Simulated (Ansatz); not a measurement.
**Os (P6_3/mmc)**

All numbers below come from DFT PBE, scalar-relativistic, plane waves, PAW (Ansatz 0.2.0).

Settings: cutoff 420 eV, Γ-centred mesh 18×18×10 on the computed 2-atom cell, Gaussian smearing of 0.10 eV; no spin polarisation.

The structure is relaxed at this level of theory with its symmetry kept.

```yaml
crystal:
  lattice:
    - [2.75279, 0.00000, 0.00000]
    - [-1.37640, 2.38399, 0.00000]
    - [0.00000, 0.00000, 4.35086]
  atoms:
    - { symbol: Os, position: [0.33333, 0.66667, 0.25000] }
    - { symbol: Os, position: [0.66667, 0.33333, 0.75000] }
```

```json
{"Space group": "P6_3/mmc (No. 194)", "Volume per atom": "14.28 Å³", "Formation energy from the elements' standard states (uncorrected)": "+0.001 eV/atom", "Kohn–Sham band gap": "none (metal)", "Density of states at the Fermi level": "1.25 states/eV per cell", "Löwdin character within 0.5 eV of the Fermi level": "Os 5d 93 %, unprojected 4 %", "Bulk modulus": "397 GPa", "Its pressure derivative": "4.8", "Bader charges (e)": "Os (2 in the cell) 0.00"}
```

Spin-orbit coupling is left out, which matters for the bands of heavy elements.